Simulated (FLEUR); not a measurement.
Here is a FLEUR MaX-R8.1 (later development tree) calculation.

Contents of inp.xml:

```xml
<?xml version="1.0" encoding="UTF-8" standalone="no"?>
<fleurInput fleurInputVersion="0.39">
   <comment>
      La2O3                                                                                               
   </comment>
   <calculationSetup>
      <cutoffs Kmax="4.26" Gmax="13.2" GmaxXC="13.2" numbands="0"/>
      <scfLoop itmax="80" minDistance="0.0001" maxIterBroyd="30" imix="Anderson" alpha="0.05" precondParam="0.0" spinf="2.0" sdNocoIR="T"/>
      <coreElectrons ctail="F" frcor="F" kcrel="0" coretail_lmax="0"/>
      <xcFunctional name="LibXC" relativisticCorrections="F">
         <LibXCName exchange="mgga_x_r2scan" correlation="mgga_c_r2scan"/>
         <AuxGGA exchange="117" correlation="130"/>
      </xcFunctional>
      <magnetism jspins="1"/>
      <soc l_soc="F" theta="0.0" phi="0.0" spav="F"/>
      <expertModes spex="0" secvar="F"/>
      <geometryOptimization l_f="F" forcealpha="1.0" forcemix="BFGS" epsdisp="0.00001" epsforce="0.00001"/>
      <ldaU l_linMix="F" mixParam="0.05" spinf="1.0"/>
   </calculationSetup>
   <cell>
      <bzIntegration valenceElectrons="40.0" mode="hist" fermiSmearingEnergy="0.00183747">
         <kPointListSelection listName="default-1"/>
         <!-- k-points included here -->
         <xi:include xmlns:xi="http://www.w3.org/2001/XInclude" href="kpts.xml"> </xi:include>
      </bzIntegration>
      <!-- symmetry operations included here -->
      <xi:include xmlns:xi="http://www.w3.org/2001/XInclude" href="sym.xml"> </xi:include>
      <bulkLattice scale="1.0">
         <bravaisMatrix>
            <row-1>   11.8424984069528687     0.0000000000000000     0.0000000000000000</row-1>
            <row-2>   -5.9212492034764344    10.2559044647159077     0.0000000000000000</row-2>
            <row-3>    0.0000000000000000     0.0000000000000000     6.2356540152668432</row-3>
         </bravaisMatrix>
      </bulkLattice>
   </cell>
   <atomSpecies>
      <species name="Lanthanum (La)" element="La" atomicNumber="57">
         <mtSphere radius="2.6" gridPoints="859" logIncrement="0.015"/>
         <atomicCutoffs lmax="10" lnonsphr="10"/>
         <electronConfig flipSpins="F">
            <coreConfig>(1s1/2) (2s1/2) (2p1/2) (2p3/2) (3s1/2) (3p1/2) (3p3/2) (4s1/2) (3d3/2) (3d5/2) (4p1/2) (4p3/2) (4d3/2) (4d5/2)</coreConfig>
            <valenceConfig>(5s1/2) (5p1/2) (5p3/2) (6s1/2) (5d3/2) (5d5/2)</valenceConfig>
            <stateOccupation state="(5d3/2)" spinUp="0.200000" spinDown="0.200000"/>
            <stateOccupation state="(5d5/2)" spinUp="0.300000" spinDown="0.300000"/>
         </electronConfig>
         <energyParameters s="6" p="5" d="5" f="4"/>
         <lo type="SCLO" l="0" n="5" eDeriv="0"/>
         <lo type="HELO" l="1" n="6" eDeriv="0"/>
         <lo type="HELO" l="1" n="6" eDeriv="1"/>
         <lo type="SCLO" l="2" n="5" eDeriv="2"/>
         <lo type="SCLO" l="3" n="4" eDeriv="2"/>
      </species>
      <species name="Oxygen (O)" element="O" atomicNumber="8">
         <mtSphere radius="1.69" gridPoints="559" logIncrement="0.019"/>
         <atomicCutoffs lmax="8" lnonsphr="8"/>
         <electronConfig flipSpins="F">
            <coreConfig>(1s1/2)</coreConfig>
            <valenceConfig>(2s1/2) (2p1/2) (2p3/2)</valenceConfig>
            <stateOccupation state="(2p1/2)" spinUp="0.666667" spinDown="0.666667"/>
            <stateOccupation state="(2p3/2)" spinUp="1.333333" spinDown="1.333333"/>
         </electronConfig>
         <energyParameters s="2" p="2" d="3" f="4"/>
         <lo type="SCLO" l="0" n="2" eDeriv="2"/>
         <lo type="SCLO" l="1" n="2" eDeriv="2"/>
         <lo type="SCLO" l="2" n="3" eDeriv="2"/>
      </species>
   </atomSpecies>
   <atomGroups>
      <atomGroup species="Lanthanum (La)">
         <relPos label="                   1">-1.000/3.000 1.000/3.000 1.000/2.000</relPos>
         <relPos label="                   2">1.000/3.000 -1.000/3.000 1.000/2.000</relPos>
         <force calculate="T" relaxXYZ="TTT"/>
      </atomGroup>
      <atomGroup species="Oxygen (O)">
         <relPos label="                   3">-.4919860100 .0000000000 .0000000000</relPos>
         <relPos label="                   4">.0000000000 -.4919860100 .0000000000</relPos>
         <relPos label="                   5">.4919860100 .4919860100 .0000000000</relPos>
         <force calculate="T" relaxXYZ="TTT"/>
      </atomGroup>
   </atomGroups>
   <output dos="F" band="F" slice="F">
      <checks vchk="F" cdinf="F"/>
      <bandDOS minEnergy="-.5*Htr" maxEnergy="0.5*Htr" sigma="0.015" storeEVData="T"/>
      <vacuumDOS vacdos="F" integ="F" star="F" nstars="0" locx1="0.0" locy1="0.0" locx2="0.0" locy2="0.0" nstm="0" tworkf="0.0"/>
      <unfoldingBand unfoldBand="F" supercellX="1" supercellY="1" supercellZ="1"/>
      <plotting iplot="0" polar="F">
         <plot TwoD="T" vec1="  1.0  0.0  0.0" vec2="  0.0  1.0  0.0" vec3="  0.0  0.0  1.0" zero="  0.0  0.0  0.0" file="plot"/>
      </plotting>
      <chargeDensitySlicing numkpt="0" minEigenval="0.0" maxEigenval="0.0" nnne="0" pallst="F"/>
      <specialOutput eonly="F"/>
      <moessbauerParams electricFieldGradient="T" isomerShift="T" coreHyperfine="T" valenceHyperfine="T"/>
      <magneticCircularDichroism mcd="F" energyLo="-10.0" energyUp="0.0"/>
   </output>
  <!-- We include the file relax.xml here to enable relaxations (see documentation) -->
  <xi:include xmlns:xi="http://www.w3.org/2001/XInclude" href="relax.xml"> <xi:fallback/> </xi:include>
</fleurInput>
```

crystal.txt

```
La2O3
&input cartesian=F /
6.2667802772  0.0000000000  0.0000000000
-3.1333901386  5.4271909200  0.0000000000
0.0000000000  0.0000000000  3.2997660000
1.8897261246
1.0 1.0 1.0

5
57 0.6666666667  0.3333333333  0.5000000000
57 0.3333333334  0.6666666666  0.5000000000
8 0.5080139900  0.0000000000  0.0000000000
8 0.0000000000  0.5080139900  0.0000000000
8 0.4919860100  0.4919860100  0.0000000000

&kpt div1=5 div2=5 div3=8 gamma=T /
```

File inp.xml (bands):

```
<?xml version="1.0" encoding="UTF-8" standalone="no"?>
<fleurInput fleurInputVersion="0.39">
   <comment>
      La2O3                                                                                               
   </comment>
   <calculationSetup>
      <cutoffs Kmax="4.26" Gmax="13.2" GmaxXC="13.2" numbands="0"/>
      <scfLoop itmax="80" minDistance="0.0001" maxIterBroyd="30" imix="Anderson" alpha="0.05" precondParam="0.0" spinf="2.0" sdNocoIR="T"/>
      <coreElectrons ctail="F" frcor="F" kcrel="0" coretail_lmax="0"/>
      <xcFunctional name="LibXC" relativisticCorrections="F">
         <LibXCName exchange="mgga_x_r2scan" correlation="mgga_c_r2scan"/>
         <AuxGGA exchange="117" correlation="130"/>
      </xcFunctional>
      <magnetism jspins="1"/>
      <soc l_soc="F" theta="0.0" phi="0.0" spav="F"/>
      <expertModes spex="0" secvar="F"/>
      <geometryOptimization l_f="F" forcealpha="1.0" forcemix="BFGS" epsdisp="0.00001" epsforce="0.00001"/>
      <ldaU l_linMix="F" mixParam="0.05" spinf="1.0"/>
   </calculationSetup>
   <cell>
      <bzIntegration valenceElectrons="40.0" mode="hist" fermiSmearingEnergy="0.00183747">
         <kPointListSelection listName="path-1"/>
         <!-- k-points included here -->
         <xi:include xmlns:xi="http://www.w3.org/2001/XInclude" href="kpts.xml"> </xi:include>
      </bzIntegration>
      <!-- symmetry operations included here -->
      <xi:include xmlns:xi="http://www.w3.org/2001/XInclude" href="sym.xml"> </xi:include>
      <bulkLattice scale="1.0">
         <bravaisMatrix>
            <row-1>   11.8424984069528687     0.0000000000000000     0.0000000000000000</row-1>
            <row-2>   -5.9212492034764344    10.2559044647159077     0.0000000000000000</row-2>
            <row-3>    0.0000000000000000     0.0000000000000000     6.2356540152668432</row-3>
         </bravaisMatrix>
      </bulkLattice>
   </cell>
   <atomSpecies>
      <species name="Lanthanum (La)" element="La" atomicNumber="57">
         <mtSphere radius="2.6" gridPoints="859" logIncrement="0.015"/>
         <atomicCutoffs lmax="10" lnonsphr="10"/>
         <electronConfig flipSpins="F">
            <coreConfig>(1s1/2) (2s1/2) (2p1/2) (2p3/2) (3s1/2) (3p1/2) (3p3/2) (4s1/2) (3d3/2) (3d5/2) (4p1/2) (4p3/2) (4d3/2) (4d5/2)</coreConfig>
            <valenceConfig>(5s1/2) (5p1/2) (5p3/2) (6s1/2) (5d3/2) (5d5/2)</valenceConfig>
            <stateOccupation state="(5d3/2)" spinUp="0.200000" spinDown="0.200000"/>
            <stateOccupation state="(5d5/2)" spinUp="0.300000" spinDown="0.300000"/>
         </electronConfig>
         <energyParameters s="6" p="5" d="5" f="4"/>
         <lo type="SCLO" l="0" n="5" eDeriv="0"/>
         <lo type="HELO" l="1" n="6" eDeriv="0"/>
         <lo type="HELO" l="1" n="6" eDeriv="1"/>
         <lo type="SCLO" l="2" n="5" eDeriv="2"/>
         <lo type="SCLO" l="3" n="4" eDeriv="2"/>
      </species>
      <species name="Oxygen (O)" element="O" atomicNumber="8">
         <mtSphere radius="1.69" gridPoints="559" logIncrement="0.019"/>
         <atomicCutoffs lmax="8" lnonsphr="8"/>
         <electronConfig flipSpins="F">
            <coreConfig>(1s1/2)</coreConfig>
            <valenceConfig>(2s1/2) (2p1/2) (2p3/2)</valenceConfig>
            <stateOccupation state="(2p1/2)" spinUp="0.666667" spinDown="0.666667"/>
            <stateOccupation state="(2p3/2)" spinUp="1.333333" spinDown="1.333333"/>
         </electronConfig>
         <energyParameters s="2" p="2" d="3" f="4"/>
         <lo type="SCLO" l="0" n="2" eDeriv="2"/>
         <lo type="SCLO" l="1" n="2" eDeriv="2"/>
         <lo type="SCLO" l="2" n="3" eDeriv="2"/>
      </species>
   </atomSpecies>
   <atomGroups>
      <atomGroup species="Lanthanum (La)">
         <relPos label="                   1">-1.000/3.000 1.000/3.000 1.000/2.000</relPos>
         <relPos label="                   2">1.000/3.000 -1.000/3.000 1.000/2.000</relPos>
         <force calculate="T" relaxXYZ="TTT"/>
      </atomGroup>
      <atomGroup species="Oxygen (O)">
         <relPos label="                   3">-.4919860100 .0000000000 .0000000000</relPos>
         <relPos label="                   4">.0000000000 -.4919860100 .0000000000</relPos>
         <relPos label="                   5">.4919860100 .4919860100 .0000000000</relPos>
         <force calculate="T" relaxXYZ="TTT"/>
      </atomGroup>
   </atomGroups>
   <output dos="F" band="T" slice="F">
      <checks vchk="F" cdinf="F"/>
      <bandDOS minEnergy="-.5*Htr" maxEnergy="0.5*Htr" sigma="0.015" storeEVData="T"/>
      <vacuumDOS vacdos="F" integ="F" star="F" nstars="0" locx1="0.0" locy1="0.0" locx2="0.0" locy2="0.0" nstm="0" tworkf="0.0"/>
      <unfoldingBand unfoldBand="F" supercellX="1" supercellY="1" supercellZ="1"/>
      <plotting iplot="0" polar="F">
         <plot TwoD="T" vec1="  1.0  0.0  0.0" vec2="  0.0  1.0  0.0" vec3="  0.0  0.0  1.0" zero="  0.0  0.0  0.0" file="plot"/>
      </plotting>
      <chargeDensitySlicing numkpt="0" minEigenval="0.0" maxEigenval="0.0" nnne="0" pallst="F"/>
      <specialOutput eonly="F"/>
      <moessbauerParams electricFieldGradient="T" isomerShift="T" coreHyperfine="T" valenceHyperfine="T"/>
      <magneticCircularDichroism mcd="F" energyLo="-10.0" energyUp="0.0"/>
   </output>
  <!-- We include the file relax.xml here to enable relaxations (see documentation) -->
  <xi:include xmlns:xi="http://www.w3.org/2001/XInclude" href="relax.xml"> <xi:fallback/> </xi:include>
</fleurInput>
```

Potentials or basis: all-electron, FLAPW.

Command:

```sh
$ inpgen -f crystal.txt -profile fastHighL
$ # inp.xml edited to the form shown
$ fleur_MPI
$ fleur_MPI   # second run, on inp.xml (bands)
```

Problem. What does it give for the band gap along the path?

Solution. 1.83 eV, indirect (least direct gap 2.38 eV).

Problem. Estimate the band gap on the k mesh.

Solution. 1.83 eV, indirect (least direct gap 2.38 eV).

Levels at the corners of the path, in eV from the valence-band top:
```tsv
point	band 18	band 19	band 20	band 21	band 22	band 23
Γ	-1.07	-0.90	-0.55	1.83	3.68	4.57
M	-1.32	-1.22	-1.03	3.17	3.72	4.61
K	-1.52	-1.52	-1.04	3.69	3.69	4.16
Γ	-1.07	-0.90	-0.55	1.83	3.68	4.57
A	-1.34	-0.52	0.00	4.67	4.89	4.93
L	-1.56	-0.86	-0.70	4.52	4.97	4.98
H	-1.71	-0.84	-0.84	4.69	5.00	5.00
A	-1.34	-0.52	0.00	4.67	4.89	4.93
L	-1.56	-0.86	-0.70	4.52	4.97	4.98
M	-1.32	-1.22	-1.03	3.17	3.72	4.61
K	-1.52	-1.52	-1.04	3.69	3.69	4.16
H	-1.71	-0.84	-0.84	4.69	5.00	5.00
```

Caveat: the meta-GGA is that of a development version, with a GGA for the radial functions and cores and without core tails; spin-orbit coupling is left out, which moves the levels of the heavy elements. r2SCAN opens gaps a little over a GGA but as a rule still falls short of measured ones.
